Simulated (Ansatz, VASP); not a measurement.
# Two plane-wave programs on Si

```
Si
1.0
     0.00000   -2.73476   -2.73476
     0.00000    2.73476   -2.73476
     5.46952    0.00000    0.00000
Si
4
Cartesian
  0.0000 0.0436 -2.8109
  2.7348 -0.0436 0.0762
  1.3674 -1.4436 -4.0585
  4.1021 -1.2912 -1.4110
```

Change from the starting cell: mode 4 frozen in at -0.088 Å and mode 9 at +0.000 Å (largest displacements).

Alike in both runs: task single point; functional PBE; k mesh 8 × 8 × 6; occupations gaussian, width 0.05 eV; no spin polarisation.

```csv
,VASP,Ansatz
version,VASP 6.6.1,Ansatz 0.2.0
potentials or method,"VASP PAW PBE potentials, release 64 (Si)","scalar-relativistic, plane waves, PAW"
plane-wave cutoff (eV),520,420
valence electrons in the cell,16,16
```

|  | VASP | Ansatz | Ansatz less VASP |
| --- | --- | --- | --- |
| gap on the k mesh at the Fermi level (eV) | 0.60 | 0.60 | -0.002 |
| least direct gap on the mesh (eV) | 0.73 | 0.73 | -0.001 |
| pressure (GPa) | -0.3 | -0.3 | +0.06 |
| largest component of the traceless stress (GPa) | 0.10 | 0.11 | +0.002 |
| rms of the force components (eV/Å) | 0.121 | 0.120 | -0.0007 |

Atom by atom the forces differ by 0.001 eV/Å (rms over components). With one functional, cell and mesh, what is left measures potentials, basis and numerics.

A k mesh can miss the band edges.
